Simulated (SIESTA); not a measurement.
ZnS:

```
CELL_PARAMETERS angstrom
0.00000 2.70200 2.70200
2.70200 0.00000 2.70200
2.70200 2.70200 0.00000
ATOMIC_POSITIONS crystal
Zn 0.75000 0.75000 0.75000
S 0.00000 0.00000 0.00000
```

Base run:

| Quantity | Value |
| --- | --- |
| Program | SIESTA 5.4.2 |
| Functional | vdW-DF-cx |
| Potentials or basis | PseudoDojo 0.4 standard (PBE files) |
| Basis | DZP (energy shift 0.002 Ry) |
| Grid cutoff | 800 Ry |
| Energy shift | 0.002 Ry |
| k mesh | 9 × 9 × 9 |
| Occupations | fermi-dirac, width 0.05 eV |
| Spin | no spin polarisation |

Its results: band gap on the k mesh 2.65 eV, direct; pressure 1.4 GPa.

**Question.** The run is repeated on the same cell with these changes: functional from vdW-DF-cx to OLYP. What comes out?

**Answer.** Band gap on the k mesh 3.18 eV, direct; pressure 5.7 GPa.

Caveats: semicore shells carry a single zeta, which can move pressures by several GPa and volumes by a few percent; the valence orbitals were made in a potential fitted to the semicore shell under them, which widens gaps by tenths of an eV or more; the potentials were made for another functional, which shifts forces and pressure; the basis of atomic orbitals isn't converged, which shifts pressures, moduli and gaps.

Not every run made on this cell is shown here.
